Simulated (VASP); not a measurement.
# FeO (I4/mmm) in VASP: a series of runs, part 2 of 2

VASP 6.6.1. The steps go on from the part before.

**3. Single point, PBE, collinear spin, ferromagnetic start**

INCAR reads:

```
SYSTEM = FeO
PREC     = Accurate       ! precision mode
ENCUT    = 350            ! plane-wave cutoff, eV
EDIFF    = 1E-6           ! SCF threshold, eV
ISMEAR   = 0              ! smearing method
SIGMA    = 0.05           ! smearing width, eV
LREAL    = .FALSE.        ! projectors in reciprocal space
LASPH    = .TRUE.         ! aspherical terms in the spheres
NELM     = 100            ! most SCF steps
ALGO     = Normal         ! electronic algorithm
ISIF     = 2              ! what is computed and relaxed
LWAVE    = .FALSE.        ! write WAVECAR
LCHARG   = .FALSE.        ! write CHGCAR
ISPIN    = 2              ! spin polarisation
MAGMOM   = 3 0            ! initial moments
LORBIT   = 11             ! projections on sites
LMAXMIX  = 4              ! l up to which the mixer works
GGA      = PE             ! functional
ADDGRID  = .FALSE.
```

KPOINTS reads:

```
Automatic mesh
0
G
  6 6 6
  0 0 0
```

POSCAR reads:

```
FeO
1.0
   -1.6021034130      1.6021034130      2.0833922500
    1.6021034130     -1.6021034130      2.0833922500
    1.6021034130      1.6021034130     -2.0833922500
Fe O
1 1
Direct
    0.0000000000      0.0000000000      0.0000000000
    0.5000000000      0.5000000000      0.0000000000
```

Potentials or basis: VASP PAW PBE potentials, release 64 (Fe, O).

Started as:

```sh
$ cat potpaw_PBE.64/Fe/POTCAR potpaw_PBE.64/O/POTCAR > POTCAR
$ mpirun -np 1 vasp_std > vasp.out
```

OUTCAR:

```text
SYSTEM = FeO
   PREC = Accurate
   ENCUT = 350
   EDIFF = 1E-6
   ISMEAR = 0
   LREAL = .FALSE.
   LASPH = .TRUE.
   NELM = 100
   ISIF = 2
   ISPIN = 2
   LORBIT = 11
   GGA = PE

 Found     30 irreducible k-points:

 Following reciprocal coordinates:
            Coordinates               Weight
  0.000000  0.000000  0.000000      1.000000
  0.166667  0.000000 -0.000000      8.000000
  0.333333 -0.000000  0.000000      8.000000
  0.500000  0.000000 -0.000000      4.000000
  0.166667  0.166667  0.000000      8.000000
  0.333333  0.166667  0.000000     16.000000
   k-points           NKPTS =     30   k-points in BZ     NKDIM =     30   number of bands    NBANDS=     13
   number of dos      NEDOS =    301   number of ions     NIONS =      2
   total plane-waves  NPLWV =   8000
   dimension x,y,z NGX =    20 NGY =   20 NGZ =   20
   dimension x,y,z NGXF=    40 NGYF=   40 NGZF=   40
   ions per type =               1   1
   NGX,Y,Z   is equivalent  to a cutoff of  10.80, 10.80, 10.80 a.u.
   NGXF,Y,Z  is equivalent  to a cutoff of  21.60, 21.60, 21.60 a.u.
 SYSTEM =  FeO
   PREC   = accura    normal or accurate (medium, high low for compatibility)
   ISTART =      0    job   : 0-new  1-cont  2-samecut
   ICHARG =      2    charge: 1-file 2-atom 10-const
   ISPIN  =      2    spin polarized calculation?
   LNONCOLLINEAR =      F non collinear calculations
   LSORBIT =      F    spin-orbit coupling
   LASPH  =      T    aspherical Exc in radial PAW
   ENCUT  =  350.0 eV  25.72 Ry    5.07 a.u.   4.70  4.70  4.70*2*pi/ulx,y,z
   NELM   =    100;   NELMIN=  2; NELMDL= -5     # of ELM steps
   EDIFF  = 0.1E-05   stopping-criterion for ELM
   LREAL  =      F    real-space projection
   EDIFFG = 0.1E-04   stopping-criterion for IOM
   NSW    =      0    number of steps for IOM
   IBRION =     -1    ionic relax: 0-MD 1-quasi-New 2-CG
   NFREE  =      0    steps in history (QN), initial steepest desc. (CG)
   ISIF   =      2    stress and relaxation
   ISYM   =      2    0-nonsym 1-usesym 2-fastsym
   POTIM  = 0.5000    time-step for ionic-motion
   TEBEG  =    0.0;   TEEND  =   0.0 temperature during run
   PSTRESS=    0.0 pullay stress
   NELECT =      14.0000    total number of electrons
   NUPDOWN=      -1.0000    fix difference up-down
   EMIN   =  10.00;   EMAX   =-10.00  energy-range for DOS
   EFERMI =   0.00;   METHOD = LEGACY
   ISMEAR =     0;   SIGMA  =   0.05  broadening in eV -4-tet -1-fermi 0-gaus
   EFERMI_NEDOS =   21; number of points for ismear=-14 and -15
   IALGO  =     38    algorithm
   IMIX   =      4    mixing-type and parameters
     AMIX     =   0.40;   BMIX     =  1.00
     AMIX_MAG =   1.60;   BMIX_MAG =  1.00
  volume/ion in A,a.u.               =      10.70        72.17
  Fermi-wavevector in a.u.,A,eV,Ry     =   1.421391  2.686039 27.488551  2.020352
  Thomas-Fermi vector in A             =   2.542205
   LORBIT       =     11    0 simple, 1 ext, 2 COOP (PROOUT), +10 PAW based schemes
   GGA     = PE    functional components
   LHFCALC =     F    Hartree Fock is set to
   AEXX    =    0.0000 exact exchange contribution
   IVDW    =     0    specifies the selected vdW correction
   LEPSILON=     F    determine dielectric tensor
   LRPA    =     F    only Hartree local field effects (RPA)
 spin polarized calculation
 Gauss-broadening in eV      SIGMA  =   0.05
  energy-cutoff  :      350.00
  volume of cell :       21.39
 maximum number of plane-waves:       330
   NGX =  9   NGY =  9   NGZ =  9

 number of electron      13.9999993 magnetization       4.0092055

 Free energy of the ion-electron system (eV)
  ---------------------------------------------------
  ext. energy  EPLUGINS =         0.00000000
  ---------------------------------------------------
  free energy    TOTEN  =       -14.90375554 eV

  energy without entropy =      -14.89992361  energy(sigma->0) =      -14.90183957

 E-fermi :   5.5041     XC(G=0): -11.7944

 val. band max:        5.5002886048   @ k =  -0.1667   0.1667   0.0000
 cond. band min:       5.5063724978   @ k =  -0.3333   0.5000   0.1667
 fundamental gap:      0.0060838930
 Fermi energy:         5.5040983107

 spin component 1

 k-point     1 :       0.0000    0.0000    0.0000
  band No.  band energies     occupation
      1     -14.7919      1.00000
      2       1.5798      1.00000
      3       1.5798      1.00000
      4       1.7029      1.00000
      5       1.7346      1.00000
      6       1.8558      1.00000
      7       1.9424      1.00000
      8       1.9424      1.00000
      9       1.9527      1.00000
     10       5.3522      0.99999
     11      20.8289      0.00000
     12      22.0389      0.00000
     13      22.0389      0.00000

 k-point     2 :       0.1667    0.0000   -0.0000
  band No.  band energies     occupation
      1     -14.5582      1.00000
      2      -0.0069      1.00000
      3       0.4136      1.00000
      4       0.5036      1.00000
      5       1.8044      1.00000
      6       1.9637      1.00000
      7       2.2292      1.00000
      8       3.2100      1.00000
      9       3.4265      1.00000
     10       6.8922      0.00000
     11      17.4407      0.00000
[... 51 lines left out ...]
 k-point     6 :       0.3333    0.1667    0.0000
  band No.  band energies     occupation
      1     -13.8264      1.00000
      2      -2.2723      1.00000
      3      -0.8134      1.00000
      4      -0.6070      1.00000
      5       2.2903      1.00000
      6       2.3265      1.00000
      7       2.9114      1.00000
      8       3.6194      1.00000
      9       5.0691      1.00000
     10      10.3876      0.00000
     11      13.7089      0.00000
     12      15.5653      0.00000
     13      19.0800      0.00000

 [... further k-points ...]

 spin component 2

 k-point     1 :       0.0000    0.0000    0.0000
  band No.  band energies     occupation
      1     -14.2712      1.00000
      2       2.1694      1.00000
      3       2.5085      1.00000
      4       2.5085      1.00000
      5       4.7854      1.00000
      6       4.7854      1.00000
      7       5.0211      1.00000
      8       5.2605      1.00000
      9       5.6390      0.00007
     10       6.6093      0.00000
     11      20.7832      0.00000
     12      22.8877      0.00000
     13      22.9672      0.00000

 k-point     2 :       0.1667    0.0000   -0.0000
  band No.  band energies     occupation
      1     -14.0350      1.00000
      2       0.7963      1.00000
      3       1.7129      1.00000
      4       1.8954      1.00000
      5       5.0721      1.00000
      6       5.1247      1.00000
      7       5.1674      1.00000
      8       6.2797      0.00000
      9       6.3074      0.00000
     10       7.8913      0.00000
     11      18.1641      0.00000
[... 51 lines left out ...]
 k-point     6 :       0.3333    0.1667    0.0000
  band No.  band energies     occupation
      1     -13.2891      1.00000
      2      -1.4837      1.00000
      3       0.4871      1.00000
      4       0.6826      1.00000
      5       5.5152      0.37639
      6       5.9009      0.00000
      7       6.0675      0.00000
      8       6.7637      0.00000
      9       8.1375      0.00000
     10      11.1777      0.00000
     11      14.7113      0.00000
     12      16.5416      0.00000
     13      20.0756      0.00000

 [... further k-points ...]

------------------------ aborting loop because EDIFF is reached ----------------------------------------

  FORCE on cell =-STRESS in cart. coord.  units (eV):
  Direction    XX          YY          ZZ          XY          YZ          ZX
  --------------------------------------------------------------------------------------
  -------------------------------------------------------------------------------------
  Total       -3.2789016     -3.2789016     -2.6277854      0.0000000      0.0000000      0.0000000
  in kB     -245.5991375   -245.5991375   -196.8286652      0.0000000      0.0000000      0.0000000
  external PRESSURE =    -229.3423134 kB  Pullay stress =       0.0000000 kB

 VOLUME and BASIS-vectors are now :
 -----------------------------------------------------------------------------
  energy-cutoff  :      350.00
  volume of cell :       21.39
      direct lattice vectors                 reciprocal lattice vectors
    -1.602103413  1.602103413  2.083392250     0.000000000  0.312089717  0.239993213
     1.602103413 -1.602103413  2.083392250     0.312089717  0.000000000  0.239993213
     1.602103413  1.602103413 -2.083392250     0.312089717  0.312089717  0.000000000

 POSITION                                       TOTAL-FORCE (eV/Angst)
 -----------------------------------------------------------------------------------
      0.00000      0.00000      0.00000         0.000000     -0.000000      0.000000
      0.00000      0.00000      2.08339         0.000000      0.000000     -0.000000
 -----------------------------------------------------------------------------------
    total drift:                               -0.000000     -0.000000      0.000000

  FREE ENERGIE OF THE ION-ELECTRON SYSTEM (eV)
  ---------------------------------------------------
  free  energy   TOTEN  =       -14.9037555401 eV

  energy  without entropy=      -14.8999236097  energy(sigma->0) =      -14.90183957

 total charge

# of ion       s       p       d       tot
------------------------------------------
    1        0.279   0.326   6.042   6.648
    2        1.612   3.445   0.000   5.057
--------------------------------------------------
tot          1.891   3.771   6.042  11.705

 magnetization (x)

# of ion       s       p       d       tot
------------------------------------------
    1        0.032   0.020   3.572   3.624
    2        0.029   0.269   0.000   0.297
--------------------------------------------------
tot          0.061   0.288   3.572   3.921
```

It took 14 s on 1 thread of Intel Xeon Platinum 8488C (Sapphire Rapids), shared host; peak memory 0.13 GiB.

The run converged, but a check on its numbers failed (symmetry, net force, bounds or a known fault of this set-up), so they aren't taken as properties of the crystal.

Caveat: the k mesh is coarse (spacing up to 0.46 Å⁻¹), so the values aren't converged; the cutoff lies under the usual one of these potentials, so the numbers hold a large basis-set error; a cell with one magnetic atom can't hold antiferromagnetic order, which such compounds often take; semilocal functionals often make such compounds metallic where correlation or magnetic order opens a gap, which also shifts bond lengths.

**4. Single point, PBE, collinear spin, ferromagnetic start**

INCAR, as its differences from that of step 3:

```diff
@@ -2,3 +2,3 @@
 PREC     = Accurate       ! precision mode
-ENCUT    = 350            ! plane-wave cutoff, eV
+ENCUT    = 400            ! plane-wave cutoff, eV
 EDIFF    = 1E-6           ! SCF threshold, eV
```

KPOINTS is that of step 3.

POSCAR is that of step 3.

Started as:

```sh
$ cat potpaw_PBE.64/Fe/POTCAR potpaw_PBE.64/O/POTCAR > POTCAR
$ mpirun -np 1 vasp_std > vasp.out
```

Run time: 15 s. Hardware: 1 thread of Intel Xeon Platinum 8488C (Sapphire Rapids), shared host; peak memory 0.13 GiB.

The run converged, but some of its settings lie outside the range that counts as converged, so its numbers aren't taken as properties of the crystal.

Results:

```yaml
Free_energy: -14.8737 eV
Band_gap_on_the_k_mesh: none (metal or under the smearing width)
Net_moment: 4.01 μB per cell
Site_moments: Fe +3.62; O +0.30 μB
Valence_electrons_inside_the_program's_atomic_spheres: Fe 6.65; O 5.00
```

Caveat: the k mesh is coarse (spacing up to 0.46 Å⁻¹), so the values aren't converged; the cutoff is under 1.25 times the usual one of these potentials, so pressure, stress and relaxed cells hold a basis-set (Pulay) error; a cell with one magnetic atom can't hold antiferromagnetic order, which such compounds often take; semilocal functionals often make such compounds metallic where correlation or magnetic order opens a gap, which also shifts bond lengths.

**5. Single point, PBE, collinear spin, ferromagnetic start**

INCAR, as its differences from that of step 4:

```diff
@@ -2,3 +2,3 @@
 PREC     = Accurate       ! precision mode
-ENCUT    = 400            ! plane-wave cutoff, eV
+ENCUT    = 300            ! plane-wave cutoff, eV
 EDIFF    = 1E-6           ! SCF threshold, eV
```

KPOINTS reads:

```
Automatic mesh
0
G
  7 7 7
  0 0 0
```

POSCAR is that of step 4.

Started as:

```sh
$ cat potpaw_PBE.64/Fe/POTCAR potpaw_PBE.64/O/POTCAR > POTCAR
$ mpirun -np 1 vasp_std > vasp.out
```

Wall time 17 s (1 thread of Intel Xeon Platinum 8488C (Sapphire Rapids), shared host); peak memory 0.13 GiB.

The run converged, but a check on its numbers failed (symmetry, net force, bounds or a known fault of this set-up), so they aren't taken as properties of the crystal.

Caveat: the k mesh is coarse (spacing up to 0.40 Å⁻¹), so the values aren't converged; the cutoff lies under the usual one of these potentials, so the numbers hold a large basis-set error; a pressure of tens of GPa on the cell as given is suspect, and the run, the potentials or the cell itself is likely at fault; a cell with one magnetic atom can't hold antiferromagnetic order, which such compounds often take; semilocal functionals often make such compounds metallic where correlation or magnetic order opens a gap, which also shifts bond lengths.

**6. Single point, PBE, collinear spin, ferromagnetic start**

INCAR, as its differences from that of step 5:

```diff
@@ -2,3 +2,3 @@
 PREC     = Accurate       ! precision mode
-ENCUT    = 300            ! plane-wave cutoff, eV
+ENCUT    = 600            ! plane-wave cutoff, eV
 EDIFF    = 1E-6           ! SCF threshold, eV
```

KPOINTS reads:

```
Automatic mesh
0
G
  5 5 5
  0 0 0
```

POSCAR is that of step 5.

Potentials or basis: VASP PAW PBE potentials, release 64 (Fe, O).

Started as:

```sh
$ cat potpaw_PBE.64/Fe/POTCAR potpaw_PBE.64/O/POTCAR > POTCAR
$ mpirun -np 1 vasp_std > vasp.out
```

It took 28 s on 1 thread of Intel Xeon Platinum 8488C (Sapphire Rapids), shared host; peak memory 0.17 GiB.

These settings aren't checked as converged: the numbers below hold their error.

What came out:

```yaml
Free_energy: -14.8769 eV
Pressure: -8.9 GPa
Band_gap_on_the_k_mesh: none (metal or under the smearing width)
Net_moment: 4.02 μB per cell
Site_moments: Fe +3.63; O +0.30 μB
Valence_electrons_inside_the_program's_atomic_spheres: Fe 6.66; O 4.96
```

Caveat: the k mesh is coarse (spacing up to 0.55 Å⁻¹), so the values aren't converged; a cell with one magnetic atom can't hold antiferromagnetic order, which such compounds often take; semilocal functionals often make such compounds metallic where correlation or magnetic order opens a gap, which also shifts bond lengths.

**7. The reference run**

An earlier run on the cell as given: functional PBE; potentials or basis VASP PAW PBE potentials, release 64 (Fe, O); cutoff 520 eV; k mesh 12 × 12 × 12; occupations fermi-dirac, width 0.05 eV; collinear spin, ferromagnetic start; starting moments [3.0, 0.0] μB.

- Pressure: -8.7 GPa
- Band gap on the k mesh: none (metal or under the smearing width)
- Net moment: 4.00 μB per cell
- Site moments: Fe +3.62; O +0.29 μB
- Valence electrons inside the program's atomic spheres: Fe 6.66; O 4.97
